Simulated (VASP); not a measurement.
# HfN (P1) in VASP: a series of runs, part 2 of 2

VASP 6.6.1.

## (3) Relaxation of cell and atoms, LDA (atom 4 moved 0.06 Å)

INCAR reads:

```
PREC = Accurate
ENCUT = 600
EDIFF = 1E-7
ISMEAR = 0
SIGMA = 0.05
LREAL = False
LASPH = True
NELM = 100
ALGO = Normal
ISIF = 3
LWAVE = False
LCHARG = False
IBRION = 2
NSW = 40
EDIFFG = -0.02
```

KPOINTS reads:

```
regular mesh
0
Gamma
  10 10 5
```

POSCAR reads:

```
HfN
1.0
    3.1339080200      0.0000000000      0.0000000000
   -1.5669540100      2.7140439600      0.0000000000
    0.0000000000      0.0000000000      5.4167677200
Hf N
2 2
Direct
    0.6715549800      0.3340767000      0.7491626200
    0.3382216400      0.6674100400      0.2491626200
    0.0048883100      0.0007433700      0.9991626200
    0.9853350600      0.9977698800      0.5025121300
```

Potentials or basis: VASP PAW LDA potentials, release 64 (Hf_pv, N).

On the command line:

```bash
> cat potpaw_LDA.64/Hf_pv/POTCAR potpaw_LDA.64/N/POTCAR > POTCAR
> mpirun -np 1 vasp_std > vasp.out
```

OUTCAR:

```text
PREC = Accurate
   ENCUT = 600
   EDIFF = 1E-7
   ISMEAR = 0
   LREAL = False
   LASPH = True
   NELM = 100
   ISIF = 3
   IBRION = 2
   NSW = 40
   EDIFFG = -0.02

 ion  position               nearest neighbor table
   1  0.672  0.334  0.749-   4 2.21   4 2.24   3 2.26   3 2.26   3 2.26   4 2.29   2 3.26   2 3.26
                             2 3.26   2 3.26   2 3.26   2 3.26
   2  0.338  0.667  0.249-   4 2.23   3 2.26   3 2.26   3 2.26   4 2.28   4 2.31   1 3.26   1 3.26
                             1 3.26   1 3.26   1 3.26   1 3.26
   3  0.005  0.001  0.999-   1 2.26   2 2.26   2 2.26   1 2.26   2 2.26   1 2.26
   4  0.985  0.998  0.503-   1 2.21   2 2.23   1 2.24   2 2.28   1 2.29   2 2.31

  LATTYP: Found a hexagonal cell.
 ALAT       =     3.1339080200
 C/A-ratio  =     1.7284386413

  Lattice vectors:

 A1 = (   3.1339080200,   0.0000000000,   0.0000000000)
 A2 = (  -1.5669540100,   2.7140439600,   0.0000000000)
 A3 = (   0.0000000000,   0.0000000000,   5.4167677200)

Analysis of symmetry for initial positions (statically):
=====================================================================
 Subroutine PRICEL returns:
 Original cell was already a primitive cell.

 Routine SETGRP: Setting up the symmetry group for a
 hexagonal supercell.

 Subroutine GETGRP returns: Found  1 space group operations
 (whereof  1 operations were pure point group operations)
 out of a pool of 24 trial point group operations.

The static configuration has the point symmetry C_1 .

Analysis of symmetry for dynamics (positions and initial velocities):
=====================================================================
 Subroutine PRICEL returns:
 Original cell was already a primitive cell.

 Routine SETGRP: Setting up the symmetry group for a
 hexagonal supercell.

 Subroutine GETGRP returns: Found  1 space group operations
 (whereof  1 operations were pure point group operations)
 out of a pool of 24 trial point group operations.

The dynamic configuration has the point symmetry C_1 .

 Subroutine INISYM returns: Found  1 space group operations
 (whereof  1 operations are pure point group operations),
 and found     1 'primitive' translations

----------------------------------------------------------------------------------------

                                     Primitive cell

  volume of cell :      46.0727

  direct lattice vectors                    reciprocal lattice vectors
     3.133908020  0.000000000  0.000000000     0.319090412  0.184226935  0.000000000
    -1.566954010  2.714043960  0.000000000     0.000000000  0.368453870  0.000000000
     0.000000000  0.000000000  5.416767720     0.000000000  0.000000000  0.184611940

  length of vectors
     3.133908020  3.133908021  5.416767720     0.368453870  0.368453870  0.184611940

  position of ions in fractional coordinates (direct lattice)
     0.671554980  0.334076700  0.749162620
     0.338221640  0.667410040  0.249162620
     0.004888310  0.000743370  0.999162620
     0.985335060  0.997769880  0.502512130

  ion indices of the primitive-cell ions
   primitive index   ion index
                 1           1
                 2           2
                 3           3
                 4           4

----------------------------------------------------------------------------------------

[... 68 lines left out ...]
   NELM   =    100;   NELMIN=  2; NELMDL= -5     # of ELM steps
   EDIFF  = 0.1E-06   stopping-criterion for ELM
   LREAL  =      F    real-space projection
   EDIFFG = -.2E-01   stopping-criterion for IOM
   NSW    =     40    number of steps for IOM
   IBRION =      2    ionic relax: 0-MD 1-quasi-New 2-CG
   NFREE  =      1    steps in history (QN), initial steepest desc. (CG)
   ISIF   =      3    stress and relaxation
   ISYM   =      2    0-nonsym 1-usesym 2-fastsym
   POTIM  = 0.5000    time-step for ionic-motion
   TEBEG  =    0.0;   TEEND  =   0.0 temperature during run
   PSTRESS=    0.0 pullay stress
   NELECT =      30.0000    total number of electrons
   NUPDOWN=      -1.0000    fix difference up-down
   EMIN   =  10.00;   EMAX   =-10.00  energy-range for DOS
   EFERMI =   0.00;   METHOD = LEGACY
   ISMEAR =     0;   SIGMA  =   0.05  broadening in eV -4-tet -1-fermi 0-gaus
   EFERMI_NEDOS =   21; number of points for ismear=-14 and -15
   IALGO  =     38    algorithm
   IMIX   =      4    mixing-type and parameters
     AMIX     =   0.40;   BMIX     =  1.00
     AMIX_MAG =   1.60;   BMIX_MAG =  1.00
  volume/ion in A,a.u.               =      11.52        77.73
  Fermi-wavevector in a.u.,A,eV,Ry     =   1.418951  2.681429 27.394278  2.013423
  Thomas-Fermi vector in A             =   2.540023
   LORBIT       =      0    0 simple, 1 ext, 2 COOP (PROOUT), +10 PAW based schemes
   GGA     = CA    functional components
   LHFCALC =     F    Hartree Fock is set to
   AEXX    =    0.0000 exact exchange contribution
   IVDW    =     0    specifies the selected vdW correction
   LEPSILON=     F    determine dielectric tensor
   LRPA    =     F    only Hartree local field effects (RPA)
 conjugate gradient relaxation of ions
 non-spin polarized calculation
 Gauss-broadening in eV      SIGMA  =   0.05
  energy-cutoff  :      600.00
  volume of cell :       46.07
 maximum number of plane-waves:      1581
 NGX is ok and might be reduce to    28
   NGX = 13   NGY = 13   NGZ = 21

--------------------------------------- Ionic step        1  -------------------------------------------

 number of electron      30.0000000 magnetization

 Free energy of the ion-electron system (eV)
  ---------------------------------------------------
  ext. energy  EPLUGINS =         0.00000000
  ---------------------------------------------------
  free energy    TOTEN  =       -47.52542867 eV

  energy without entropy =      -47.52214887  energy(sigma->0) =      -47.52378877

------------------------ aborting loop because EDIFF is reached ----------------------------------------

  FORCE on cell =-STRESS in cart. coord.  units (eV):
  Direction    XX          YY          ZZ          XY          YZ          ZX
  --------------------------------------------------------------------------------------
  -------------------------------------------------------------------------------------
  Total       -2.7988972     -2.8137965     -2.9718846     -0.0257108      0.0456156      0.0005951
  in kB      -97.3316728    -97.8497968   -103.3473123     -0.8940941      1.5862828      0.0206943
  external PRESSURE =     -99.5095940 kB  Pullay stress =       0.0000000 kB
[... 95 lines left out ...]
  FREE ENERGIE OF THE ION-ELECTRON SYSTEM (eV)
  ---------------------------------------------------
  free  energy   TOTEN  =       -47.5870159061 eV

  energy  without entropy=      -47.5839135644  energy(sigma->0) =      -47.58546474

[... ionic steps 4 to 7 ...]

--------------------------------------- Ionic step        8  -------------------------------------------

 number of electron      29.9999998 magnetization

------------------------ aborting loop because EDIFF is reached ----------------------------------------
[... 71 lines left out ...]
--------------------------------------- Ionic step       10  -------------------------------------------

 number of electron      29.9999998 magnetization

 Free energy of the ion-electron system (eV)
  ---------------------------------------------------
  ext. energy  EPLUGINS =         0.00000000
  ---------------------------------------------------
  free energy    TOTEN  =       -47.59968465 eV

  energy without entropy =      -47.59657019  energy(sigma->0) =      -47.59812742

 E-fermi :   8.1919     XC(G=0): -13.1784

 val. band max:        8.1860350629   @ k =  -0.3000  -0.3000   0.4000
 cond. band min:       8.2117820360   @ k =  -0.1000  -0.3000  -0.4000
 fundamental gap:      0.0257469731
 Fermi energy:         8.1919432600

 k-point     1 :       0.0000    0.0000    0.0000
  band No.  band energies     occupation
      1     -23.4203      2.00000
      2     -22.4056      2.00000
      3     -22.3037      2.00000
      4     -22.3036      2.00000
      5     -22.2336      2.00000
      6     -22.2334      2.00000
[... 505 lines left out ...]
      6     -22.3424      2.00000
[... 11 lines left out ...]
     18      11.3837      0.00000
     19      12.1443      0.00000

 [... further k-points ...]

------------------------ aborting loop because EDIFF is reached ----------------------------------------

  FORCE on cell =-STRESS in cart. coord.  units (eV):
  Direction    XX          YY          ZZ          XY          YZ          ZX
  --------------------------------------------------------------------------------------
  -------------------------------------------------------------------------------------
  Total        0.0008256     -0.0000354      0.0003801     -0.0054380     -0.0014015      0.0000774
  in kB        0.0297775     -0.0012751      0.0137090     -0.1961402     -0.0505511      0.0027919
  external PRESSURE =       0.0140705 kB  Pullay stress =       0.0000000 kB
[... 19 lines left out ...]
  FREE ENERGIE OF THE ION-ELECTRON SYSTEM (eV)
  ---------------------------------------------------
  free  energy   TOTEN  =       -47.5996846498 eV

  energy  without entropy=      -47.5965701880  energy(sigma->0) =      -47.59812742

 reached required accuracy - stopping structural energy minimisation
```

CONTCAR:

```text
HfN
   1.00000000000000
     3.0975416814387242    0.0001428106924657   -0.0000076725164876
    -1.5486471778596993    2.6824646373422234    0.0000579969640067
    -0.0000128701775018    0.0001113930385481    5.3459226478147066
  Hf              N
     2     2
Direct
     0.6666756322200912    0.3334172325355023    0.7499632992526334
     0.3333437215715530    0.6665848188217307    0.2499970600084366
     0.0001125360761705    0.0000187271804299    0.9999623727865116
     0.9998681001321845    0.9999792114623364    0.5000772579524174

  0.00000000E+00  0.00000000E+00  0.00000000E+00
  0.00000000E+00  0.00000000E+00  0.00000000E+00
  0.00000000E+00  0.00000000E+00  0.00000000E+00
  0.00000000E+00  0.00000000E+00  0.00000000E+00
```

It took 13 min on 1 thread of Intel Xeon Platinum 8559C (Emerald Rapids), shared host; peak memory 0.39 GiB.

What came out:

```
Free energy                            : -47.5997 eV
Relaxed volume                         : 11.11 Å³/atom
Relaxed cell                           : a = 3.098 Å, b = 3.097 Å, c = 5.346 Å, α = 90.00°, β = 90.00°, γ = 120.00°
Space group after relaxing (to 0.05 Å) : P6_3/mmc (No. 194)
Energy gained by relaxing              : 18.6 meV/atom
Ionic steps                            : 10
Pressure after relaxing                : 0.0 GPa
Largest force after relaxing           : 0.011 eV/Å
Band gap on the k mesh                 : none (metal or under the smearing width)
```

Forces in eV/Å, atoms in the order of the input:
```
Hf   0.001 -0.002  0.004
Hf  -0.002  0.002  0.001
N   -0.004 -0.001  0.005
N    0.005  0.001 -0.010
```

Step by step:
| step | energy change (eV) | largest force (eV/Å) | pressure (GPa) | volume (Å³) |
| --- | --- | --- | --- | --- |
| 1 | 0.0000 | 0.6684 | -9.95 | 46.07 |
| 2 | 0.1374 | 0.2504 | 24.08 | 41.47 |
| 3 | -0.0616 | 0.5673 | 0.58 | 44.36 |
| 4 | -0.0616 | 0.5642 | 0.85 | 44.32 |
| 5 | -0.0732 | 0.1202 | 0.33 | 44.37 |
| 6 | -0.0736 | 0.1127 | 0.26 | 44.38 |
| 7 | -0.0741 | 0.0303 | -0.46 | 44.49 |
| 8 | -0.0741 | 0.0350 | -0.43 | 44.48 |
| 9 | -0.0741 | 0.0278 | 0.42 | 44.36 |
| 10 | -0.0743 | 0.0113 | 0.00 | 44.42 |

Final structure:
```
Hf N
1.0
     3.09754    0.00014   -0.00001
    -1.54865    2.68246    0.00006
    -0.00001    0.00011    5.34592
Hf N
2 2
Direct
  0.66668 0.33342 0.74996
  0.33334 0.66658 0.25000
  0.00011 0.00002 0.99996
  0.99987 0.99998 0.50008
```

Spin-orbit coupling is left out, which matters for the levels of Hf.
